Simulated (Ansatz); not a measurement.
# Si2Ni (Fm-3m) in Ansatz: notebook

One crystal, Si2Ni, is run at these levels: PBEsol, PBEsol+U; tasks: projected density of states.

Program: Ansatz 0.2.0. These are calculated values, not measurements. Logs are shortened: lines on timing, memory, paths and dates and some standing lists are left out, and cuts for length are marked.

## Step 1: The crystal as given

The structure is cubic, space group Fm-3m (No. 225). The conventional cell has a = 5.406 Å, b = 5.406 Å, c = 5.406 Å, α = 90.00°, β = 90.00°, γ = 90.00°. Ni (site symmetry m-3m) has 8 Si at 2.34 Å as nearest neighbours. Si (site symmetry -43m) is surrounded by 4 Ni at 2.34 Å.

## Step 2: Projected density of states, PBEsol, collinear spin, ferromagnetic start

input.yaml

```yaml
crystal:
  lattice:
    - [0.0, 2.703, 2.703]
    - [2.703, 0.0, 2.703]
    - [2.703, 2.703, 0.0]
  atoms:
    - { symbol: Ni, position: [0.0, 0.0, 0.0], spin: 1.0 }
    - { symbol: Si, position: [0.75, 0.75, 0.75] }
    - { symbol: Si, position: [0.25, 0.25, 0.25] }
hamiltonian:
  xc: pbesol
  pseudopotentials: { kind: paw }
magnetization:
  spin_polarized: true
kpoints:
  mp_grid: { grid: [9, 9, 9] }
scf:
  occupations: { method: fermi_dirac, width: 0.05 }
  n_extra_bands: 7
output:
  forces: true
  stress: true
  eigenvalues: true
  dos: { projected: true, de: 0.05, nscf_kmesh: { grid: [14, 14, 14] } }
```

Potentials or basis: Ansatz PAW.

The run is started by

```
> ansatz run input.yaml --threads 2 --pin off --max-ram 5632MiB --backend cpu --events-out ev --progress --plain --runs-dir out
```

The program printed:

```text
Warning: RAYON_NUM_THREADS=2 ignored (pool sized by the plan → 2); use --threads N
scf.n_extra_bands = 7 over 13 filled bands (N_el = 26.0): the run solves 20 bands
Engine: ansatz 0.2.0, aarch64-unknown-linux-gnu
Pseudopotentials: kind: paw
Pseudopotential: Ni, paw, valence charge 18, recommended cutoff 420 eV (normal), Ni.paw.azcp
Pseudopotential: Si, paw, valence charge 4, recommended cutoff 420 eV (normal), Si.paw.azcp
Functional definition: PBEsol
  exchange = pbesol_x
  correlation = pbesol_c
Crystal: 3 atoms, lattice volume = 39.497 Å³
Basis set: ecut = 420 eV, 749 PW (Γ), exchange–correlation on 54×54×54 points (8 copies of the dense FFT grid, shifted against one another)
Bands: 20, of which v1, the nominal top of the filled ones, is band 13 counted from 1 (12 counted from 0)
Symmetry: 48 space group operations
Space group: Fm-3m (ITA 225), of the structure as read, at distance tolerance 3.4e-5 Å
Magnetic group: BNS 225.116 (UNI 1618), of the structure as read, at distance tolerance 3.4e-5 Å
k-points: 35 of 729
Non-local potential: Ni, projectors of the file, l = 0: 3, l = 1: 2, l = 2: 3, l = 3: 1
Non-local potential: Si, projectors of the file, l = 0: 2, l = 1: 2, l = 2: 2
PAW form: soft (Blöchl's): semilocal exchange-correlation on the pseudo side does not see the compensation charge
PAW frozen core: Ni, regenerated for the run's functional, and the local potential with it (the file was generated under x = pbe(κ = 0.804, μ = 0.2195149727645171), c = pbe(β = 0.06672455060314922))
PAW frozen core: Si, regenerated for the run's functional, and the local potential with it (the file was generated under x = pbe(κ = 0.804, μ = 0.2195149727645171), c = pbe(β = 0.06672455060314922))
PAW one-centre angular grid: Ni, 590 points (default); XC on 64 Gauss nodes
PAW one-centre angular grid: Si, 110 points (default); XC on 64 Gauss nodes
Initial density: superposition of atomic densities (chi_scale 0.1, normalization cell)
Starting moments: Σ|m| = 1 μB on 1 of 3 sites
Initial wavefunctions: pseudopotential atomic-orbital guess
Functional: x = pbesol(κ = 0.804, μ = 0.12345679012345678), c = pbesol(β = 0.046)
SCF iter   1: F=—  HF=-7048.732748 eV  |F-HF|=—  |Δ(HF+E_count)|=         —  Δρ=1.07e-1 (↑1.07e-1 ↓4.35e-2)  dr2=1.89e0  dr2_m=1.67e0  M=0.038 μB ∫|m|=0.129 μB  β_m=0.30  ethr=3.10e-3  ⟨swp⟩=5.8  Hψ=6892  notcnv=0
Mixer restart at iter 1: flushing history
preconditioner: auto → Kerker (q_TF=auto, 2.545 Å⁻¹)  [metal: Δε(μ)=0.041 eV  Ē_g=10.059 eV  σ=0.050 eV  W_gap=0.20  n_scr=14 (ndim 8)  ℏωp=25.1 eV  f_vac=0.000  D(μ)=0.63/eV (n_scr^D=0)]
spin=Collinear: Kerker preconditioning applied to the charge; magnetization (m = ρ↑ − ρ↓) channel mixes plain (no charge-response kernel on spin).
SCF iter   2: F=—  HF=-7047.988537 eV  |F-HF|=—  |Δ(HF+E_count)|=   7.44e-1  Δρ=6.96e-2 (↑3.64e-2 ↓6.96e-2)  dr2=1.31e0  dr2_m=8.74e-1  M=0.044 μB ∫|m|=0.091 μB  β_m=0.41  ethr=3.10e-3  ⟨swp⟩=2.0  Hψ=2829  notcnv=0  defer=96
[... 7 lines left out ...]
SCF iter  10: F=—  HF=-7049.317611 eV  |F-HF|=—  |Δ(HF+E_count)|=   2.26e-6  Δρ=1.01e-5 (↑1.01e-5 ↓9.02e-6)  dr2=1.11e-7  dr2_m=1.88e-10  M=-0.000 μB ∫|m|=0.000 μB  β_m=0.99  ethr=7.90e-8  ⟨swp⟩=2.3  Hψ=1700  notcnv=0  defer=110
SCF iter  11: F=—  HF=-7049.317611 eV  |F-HF|=—  |Δ(HF+E_count)|=   2.01e-8  Δρ=5.02e-6 (↑4.82e-6 ↓5.02e-6)  dr2=2.83e-8  dr2_m=6.23e-12  M=-0.000 μB ∫|m|=0.000 μB  β_m=0.99  ethr=4.26e-10  ⟨swp⟩=2.3  Hψ=2107  notcnv=0  defer=110
SCF iter  12: F=-7049.317611 eV  HF=-7049.317611 eV  |F-HF|=5.91e-9  |Δ(HF+E_count)|=  7.10e-10  Δρ=2.30e-6 (↑2.30e-6 ↓2.30e-6)  dr2=6.43e-9  dr2_m=8.55e-14  M=0.000 μB ∫|m|=0.000 μB  ethr=1.09e-10  ⟨swp⟩=7.3  Hψ=5790  notcnv=0
SCF 1 converged in 12 iterations: F = -7049.317611 eV  dr2 = 6.43e-9
WARN: the starting moments were not kept: the SCF closed with an absolute magnetisation of 2.3e-7 μB, where they sum to 1 μB in size (1 site). That is at most 0.1 of that sum. Measured as dr2_m measures the in/out step, that magnetisation stands 7.3e-15 eV from none, at or under the dr2_threshold of 1.0e-7 eV: it is no larger than a step whose dr2_m would equal this threshold. The system may hold no moment; this SCF shows only that its start led to no more than that. To try another start: raise the starting moments (crystal.atoms[].spin, magnetization.per_species, magnetization.initial_magnetization, or on a non-collinear deck that types none of these the spinor_matrix: blocks that start its atoms; where the total moment is fixed, keep their sum and leave initial_magnetization as it is; typed ones take the place of any that the run laid by itself, positive ones on a crystal's lanthanoids without a Hubbard term where scf.initial_density.shell_occupations: [] is typed) or, if the notice of its spin-set hold's release reads "site moments contracting" or "site moments show no strong build", lengthen the hold (scf.mixing.spin_hold: { on: { confirm: 4 } }; for m-r²SCAN on two components see the key's manual first). Each may lead to a state that holds a moment. A second SCF, from the converged charge density, with the starting moments and any scf.initial_density.shell_occupations laid on it anew, would have followed, and was not run: the deck does not ask for one (magnetization.retry_lost_moments is false, the default). To let it run, set magnetization.retry_lost_moments: true and run the deck again, where that key's refused combinations let it; where memory then withholds it, that run's warning says so.
NSCF: frozen V_eff on 104 k-points
SCF converged after 12 iterations
Magnetization: 0.0000 μB (13.0000 up, 13.0000 down)
Absolute magnetization: 0.0000 μB (∫|ρ↑−ρ↓|, with the PAW one-centre terms)
Spin contamination: 0.0000 ħ² per cell (⟨S²⟩ above its minimum at these occupations)
Per-site moments (μB) at R_I (Å): [(1.1040226796097644e-8, 0.9656074999021016), (-3.4224996259234357e-8, 0.9656074999021016), (-3.4224996373682365e-8, 0.9656074999021018)]
Free energy (F): -7049.317611 eV
Harris-Foulkes:  -7049.317611 eV  (|F-HF|=5.91e-9)
Internal energy: -7049.309849 eV  (E = F + TS)
E sigma→0 (E₀):  -7049.313730 eV
Entropy (-TS):   -0.007762 eV (-2.587 meV/atom)
Fermi energy:    13.209580 eV
--- Per-component energies (eV) ---
  E_band       = -345.289808
  E_kinetic    = 371.010830
  E_local      = -4906.518322  (includes V_loc(G=0)·N_el)
  E_nonlocal   = 680.971305
  E_hartree    = 2120.124601
  E_xc         = -198.304122
  E_vxc        = -208.967064  (∫ρ·V_xc dr)
  E_paw        = -2589.006172  (= ΣΔE_a)
  E_vpaw       = -522.043580  (= ΣTr[D̂ρ^β])
  E_aug_tail   = 0.000475  (compensation charges beyond the density's cutoff)
  E_ewald      = -2527.848854
  E_core_change = 0.260410  (= ΣΔE_core)
  E_smearing   = -0.007762  (= −TS)
  E_closure    = -0.000000  (closes the sum)
  Σ components = -7049.317611   (vs F -7049.317611, Δ=0.00e0)
--- Forces (eV/Å), atoms counted from 1 ---
  atom   1  Ni    -0.00000000     0.00000000     0.00000000
  atom   2  Si     0.00000000    -0.00000000    -0.00000000
  atom   3  Si     0.00000000    -0.00000000     0.00000000
  max |Σ_I F_I| component: 9.25e-17 eV/Å
--- Stress (GPa, compression-positive) ---
       -0.898536      -0.000000       0.000000
        0.000000      -0.898536       0.000000
        0.000000       0.000000      -0.898536
  P = ⅓ Tr σ = -0.8985 GPa (-8.985 kbar)
--- Band table (eV; the first three rows and the last of 70) ---
  k-point 0 ↑: bands = ["-91.1325", "-51.6777", "-51.6777", "-51.6777", "-0.6890", "7.9612", "7.9612", "7.9612", "9.6709", "9.6709", "12.8966", "14.9156", "14.9156", "14.9156", "15.4108", "15.4108", "15.4108", "17.8775", "17.8775", "17.8775"]
  k-point 1 ↑: bands = ["-91.1325", "-51.6778", "-51.6777", "-51.6777", "-0.5058", "7.5937", "8.0187", "8.0187", "9.6375", "9.6375", "12.4895", "13.7813", "14.1569", "14.1569", "16.1212", "16.1212", "17.0771", "17.3867", "17.3867", "17.6018"]
  k-point 2 ↑: bands = ["-91.1325", "-51.6781", "-51.6778", "-51.6778", "0.0382", "6.5968", "8.1633", "8.1633", "9.5892", "9.5892", "11.0223", "13.2645", "13.2645", "14.1287", "15.8141", "15.8141", "16.7758", "18.2165", "18.2165", "18.8984"]
  k-point 34 ↓: bands = ["-91.1325", "-51.6784", "-51.6783", "-51.6780", "3.7038", "4.5098", "6.3748", "6.6125", "9.2709", "9.4443", "9.7063", "10.0479", "10.7844", "14.9226", "15.7345", "17.4599", "19.1525", "21.1693", "21.9960", "24.4314"]
```

Run time: 9 s. Hardware: 2 threads of Arm Neoverse N1, shared host; peak memory 0.33 GiB.

What came out:

- Free energy: -7049.3176 eV
- Pressure: -0.9 GPa
- Band gap on the k mesh: none (metal or under the smearing width)
- Net moment: 0.00 μB per cell
- Absolute moment: 0.00 μB per cell
- Density of states at the Fermi level: 0.87 states/eV per cell

Levels at points of the mesh, in eV from the Fermi level:
Spin up:
```
           k point  band 9  band 10  band 11  band 12  band 13  band 14  band 15  band 16  band 17  band 18
(0.00, 0.00, 0.00)   -3.54    -3.54    -0.31     1.71     1.71     1.71     2.20     2.20     2.20     4.67
```
Spin down:
| k point | band 11 | band 12 | band 13 | band 14 | band 15 | band 16 |
| --- | --- | --- | --- | --- | --- | --- |
| (0.00, 0.00, 0.00) | -0.31 | 1.71 | 1.71 | 1.71 | 2.20 | 2.20 |

States per cell in windows of 0.5 eV (zero at the Fermi level; states under -8 eV left out):
```
from (eV)    up  down  Ni 3d up  Ni 3d down  Si 3p up  Si 3p down  Si 3s up  Si 3s down
     -8.0  0.20  0.20      0.04        0.04      0.07        0.07      0.08        0.08
     -7.5  0.20  0.20      0.04        0.04      0.09        0.09      0.05        0.05
     -7.0  0.20  0.20      0.04        0.04      0.11        0.11      0.03        0.03
     -6.5  0.24  0.24      0.06        0.06      0.14        0.14      0.03        0.03
     -6.0  0.33  0.33      0.11        0.11      0.18        0.18      0.02        0.02
     -5.5  0.80  0.80      0.40        0.40      0.35        0.35      0.02        0.02
     -5.0  0.67  0.67      0.38        0.38      0.26        0.26      0.02        0.02
     -4.5  0.60  0.60      0.41        0.41      0.16        0.16      0.02        0.02
     -4.0  1.26  1.26      1.09        1.09      0.12        0.12      0.01        0.01
     -3.5  1.04  1.04      0.91        0.91      0.07        0.07      0.01        0.01
     -3.0  0.56  0.56      0.37        0.37      0.14        0.14      0.02        0.02
     -2.5  0.49  0.49      0.25        0.25      0.19        0.19      0.02        0.02
     -2.0  0.33  0.33      0.11        0.11      0.17        0.17      0.02        0.02
     -1.5  0.19  0.19      0.05        0.05      0.10        0.10      0.01        0.01
     -1.0  0.12  0.12      0.03        0.03      0.06        0.06      0.02        0.02
     -0.5  0.19  0.19      0.07        0.07      0.05        0.05      0.06        0.06
      0.0  0.27  0.27      0.08        0.08      0.08        0.08      0.08        0.08
      0.5  0.37  0.37      0.08        0.08      0.15        0.15      0.11        0.11
      1.0  0.31  0.31      0.05        0.05      0.14        0.14      0.08        0.08
      1.5  0.14  0.14      0.02        0.02      0.06        0.06      0.01        0.01
      2.0  0.54  0.54      0.08        0.08      0.29        0.29      0.06        0.06
      2.5  0.38  0.38      0.04        0.04      0.19        0.19      0.05        0.05
      3.0  0.28  0.28      0.02        0.02      0.15        0.15      0.04        0.04
      3.5  0.34  0.34      0.02        0.02      0.17        0.17      0.04        0.04
      4.0  0.42  0.42      0.02        0.02      0.21        0.21      0.04        0.04
      4.5  0.38  0.38      0.02        0.02      0.19        0.19      0.03        0.03
      5.0  0.35  0.35      0.01        0.01      0.18        0.18      0.02        0.02
      5.5  0.39  0.39      0.01        0.01      0.18        0.18      0.02        0.02
      6.0  0.34  0.34      0.01        0.01      0.16        0.16      0.02        0.02
      6.5  0.35  0.35      0.01        0.01      0.15        0.15      0.01        0.01
      7.0  0.32  0.32      0.01        0.01      0.13        0.13      0.01        0.01
      7.5  0.35  0.35      0.01        0.01      0.15        0.15      0.01        0.01
```

Caveat: the PAW data sets come from PBE, with cores solved anew for the run's functional, which leaves a small shift of forces and pressure; the starting moments weren't kept.

## Step 3: Projected density of states, PBEsol+U, collinear spin, ferromagnetic start

input.yaml, as its differences from that of step 2:

```diff
@@ -12,2 +12,3 @@
   pseudopotentials: { kind: paw }
+  hubbard: { sites: [{ species: Ni, l: d, u_eff: 1.0 }] }
 magnetization:
```

Potentials or basis: Ansatz PAW.

The run is started by

```
> ansatz run input.yaml --threads 2 --pin off --max-ram 5632MiB --backend cpu --events-out ev --progress --plain --runs-dir out
```

Wall time 12 s (2 threads of Arm Neoverse N1, shared host); peak memory 0.37 GiB.

It converged, with:

| Quantity | Value |
| --- | --- |
| Free energy | -7048.8241 eV |
| Pressure | -1.0 GPa |
| Band gap on the k mesh | none (metal or under the smearing width) |
| Net moment | 0.00 μB per cell |
| Absolute moment | 0.00 μB per cell |
| Density of states at the Fermi level | 0.86 states/eV per cell |

Levels at points of the mesh, in eV from the Fermi level:
Spin up:
```
           k point  band 10  band 11  band 12  band 13  band 14  band 15  band 16  band 17
(0.00, 0.00, 0.00)    -3.74    -0.30     1.71     1.71     1.71     2.25     2.25     2.25
```
Spin down:
| k point | band 9 | band 10 | band 11 | band 12 | band 13 | band 14 | band 15 | band 16 | band 17 | band 18 |
| --- | --- | --- | --- | --- | --- | --- | --- | --- | --- | --- |
| (0.00, 0.00, 0.00) | -3.74 | -3.74 | -0.30 | 1.71 | 1.71 | 1.71 | 2.25 | 2.25 | 2.25 | 4.68 |

States per cell in windows of 1 eV (zero at the Fermi level; states under -8 eV left out):
| from (eV) | up | down | Ni 3d down | Ni 3d up | Si 3p up | Si 3p down | Si 3s up | Si 3s down |
| --- | --- | --- | --- | --- | --- | --- | --- | --- |
| -8.0 | 0.40 | 0.40 | 0.09 | 0.09 | 0.17 | 0.17 | 0.13 | 0.13 |
| -7.0 | 0.45 | 0.45 | 0.12 | 0.12 | 0.25 | 0.25 | 0.06 | 0.06 |
| -6.0 | 1.25 | 1.25 | 0.61 | 0.61 | 0.55 | 0.55 | 0.04 | 0.04 |
| -5.0 | 1.29 | 1.29 | 0.85 | 0.85 | 0.38 | 0.38 | 0.03 | 0.03 |
| -4.0 | 2.25 | 2.25 | 1.95 | 1.95 | 0.19 | 0.19 | 0.02 | 0.02 |
| -3.0 | 0.97 | 0.97 | 0.53 | 0.53 | 0.34 | 0.34 | 0.04 | 0.04 |
| -2.0 | 0.49 | 0.49 | 0.15 | 0.15 | 0.27 | 0.27 | 0.03 | 0.03 |
| -1.0 | 0.31 | 0.31 | 0.09 | 0.09 | 0.12 | 0.12 | 0.07 | 0.07 |
| 0.0 | 0.63 | 0.63 | 0.16 | 0.16 | 0.23 | 0.23 | 0.18 | 0.18 |
| 1.0 | 0.45 | 0.45 | 0.07 | 0.07 | 0.20 | 0.20 | 0.10 | 0.10 |
| 2.0 | 0.91 | 0.91 | 0.11 | 0.11 | 0.48 | 0.48 | 0.10 | 0.10 |
| 3.0 | 0.62 | 0.62 | 0.04 | 0.04 | 0.32 | 0.32 | 0.08 | 0.08 |
| 4.0 | 0.81 | 0.81 | 0.04 | 0.04 | 0.40 | 0.40 | 0.07 | 0.07 |
| 5.0 | 0.74 | 0.74 | 0.02 | 0.02 | 0.36 | 0.36 | 0.05 | 0.05 |
| 6.0 | 0.69 | 0.69 | 0.01 | 0.01 | 0.31 | 0.31 | 0.03 | 0.03 |
| 7.0 | 0.67 | 0.67 | 0.01 | 0.01 | 0.28 | 0.28 | 0.02 | 0.02 |

Eigenvalues of the final occupation matrices:
| site | spin | trace | eigenvalues |
| --- | --- | --- | --- |
| site 1 | 1 | 4.44 | 0.86 0.86 0.86 0.94 0.94 |
| site 1 | 2 | 4.44 | 0.86 0.86 0.86 0.94 0.94 |

Caveat: the magnetic or orbital state may not be the lowest; the PAW data sets come from PBE, with cores solved anew for the run's functional, which leaves a small shift of forces and pressure; the U is typed as a test and isn't derived for this compound; the starting moments weren't kept.

## Step 4: Projected density of states, PBEsol+U, collinear spin, ferromagnetic start

input.yaml, as its differences from that of step 3:

```diff
@@ -12,3 +12,3 @@
   pseudopotentials: { kind: paw }
-  hubbard: { sites: [{ species: Ni, l: d, u_eff: 1.0 }] }
+  hubbard: { sites: [{ species: Ni, l: d, u_eff: 2.0 }] }
 magnetization:
```

The run is started by

```
> ansatz run input.yaml --threads 2 --pin off --max-ram 5632MiB --backend cpu --events-out ev --progress --plain --runs-dir out
```

It took 12 s on 2 threads of Arm Neoverse N1, shared host; peak memory 0.36 GiB.

Results (log left out):

```yaml
Free_energy: -7048.3411 eV
Pressure: -1.1 GPa
Band_gap_on_the_k_mesh: none (metal or under the smearing width)
Net_moment: 0.00 μB per cell
Absolute_moment: 0.00 μB per cell
Density_of_states_at_the_Fermi_level: 0.85 states/eV per cell
```

Levels at points of the mesh, in eV from the Fermi level:
Spin up:
```tsv
k point	band 10	band 11	band 12	band 13	band 14	band 15	band 16	band 17
(0.00, 0.00, 0.00)	-3.94	-0.28	1.72	1.72	1.72	2.31	2.31	2.31
```
Spin down:
```
           k point  band 11  band 12  band 13  band 14  band 15  band 16
(0.00, 0.00, 0.00)    -0.28     1.72     1.72     1.72     2.31     2.31
```

States per cell in windows of 1 eV (zero at the Fermi level; states under -8 eV left out):
| from (eV) | up | down | Ni 3d up | Ni 3d down | Si 3p up | Si 3p down | Si 3s up | Si 3s down |
| --- | --- | --- | --- | --- | --- | --- | --- | --- |
| -8.0 | 0.40 | 0.40 | 0.10 | 0.10 | 0.16 | 0.16 | 0.13 | 0.13 |
| -7.0 | 0.47 | 0.47 | 0.14 | 0.14 | 0.25 | 0.25 | 0.05 | 0.05 |
| -6.0 | 1.38 | 1.38 | 0.73 | 0.73 | 0.57 | 0.57 | 0.04 | 0.04 |
| -5.0 | 1.38 | 1.38 | 0.97 | 0.97 | 0.33 | 0.33 | 0.02 | 0.02 |
| -4.0 | 2.09 | 2.09 | 1.78 | 1.78 | 0.20 | 0.20 | 0.03 | 0.03 |
| -3.0 | 0.91 | 0.91 | 0.46 | 0.46 | 0.36 | 0.36 | 0.04 | 0.04 |
| -2.0 | 0.47 | 0.47 | 0.13 | 0.13 | 0.27 | 0.27 | 0.03 | 0.03 |
| -1.0 | 0.31 | 0.31 | 0.09 | 0.09 | 0.12 | 0.12 | 0.07 | 0.07 |
| 0.0 | 0.61 | 0.61 | 0.15 | 0.15 | 0.23 | 0.23 | 0.18 | 0.18 |
| 1.0 | 0.45 | 0.45 | 0.07 | 0.07 | 0.20 | 0.20 | 0.10 | 0.10 |
| 2.0 | 0.90 | 0.90 | 0.11 | 0.11 | 0.48 | 0.48 | 0.10 | 0.10 |
| 3.0 | 0.61 | 0.61 | 0.04 | 0.04 | 0.32 | 0.32 | 0.08 | 0.08 |
| 4.0 | 0.81 | 0.81 | 0.04 | 0.04 | 0.40 | 0.40 | 0.07 | 0.07 |
| 5.0 | 0.74 | 0.74 | 0.02 | 0.02 | 0.37 | 0.37 | 0.05 | 0.05 |
| 6.0 | 0.69 | 0.69 | 0.02 | 0.02 | 0.31 | 0.31 | 0.03 | 0.03 |
| 7.0 | 0.66 | 0.66 | 0.01 | 0.01 | 0.28 | 0.28 | 0.02 | 0.02 |

Eigenvalues of the final occupation matrices:
| site | spin | trace | eigenvalues |
| --- | --- | --- | --- |
| site 1 | 1 | 4.46 | 0.86 0.86 0.86 0.94 0.94 |
| site 1 | 2 | 4.46 | 0.86 0.86 0.86 0.94 0.94 |

Caveat: the magnetic or orbital state may not be the lowest; the PAW data sets come from PBE, with cores solved anew for the run's functional, which leaves a small shift of forces and pressure; the U is typed as a test and isn't derived for this compound; the starting moments weren't kept.

## Step 5: Summary

| level | U | hubbard projectors | double counting | gap on the mesh (eV) | pressure (GPa) | moment (μB) |
| --- | --- | --- | --- | --- | --- | --- |
| PBEsol | - | - | - | none | -0.9 | 0.00 |
| PBEsol+U | Ni d U = 1 eV | ortho-atomic (the default) | fll (the default) | none | -1.0 | 0.00 |
| PBEsol+U | Ni d U = 2 eV | ortho-atomic (the default) | fll (the default) | none | -1.1 | 0.00 |

Alike in all rows: task projected density of states; potentials or basis Ansatz PAW; spin collinear, ferromagnetic start; cell as given; k mesh 9 × 9 × 9; cutoff (eV) 420; smearing fermi-dirac 0.05 eV.

Every run on the cell as given and a fine mesh finds a metal.

Caveats: the PAW data sets come from PBE, with cores solved anew for the run's functional, which leaves a small shift of forces and pressure; the starting moments weren't kept; the magnetic or orbital state may not be the lowest (some runs); the U is typed as a test and isn't derived for this compound (some runs).

Total energies depend on the potentials used, so only differences within one code and one set of settings carry meaning.
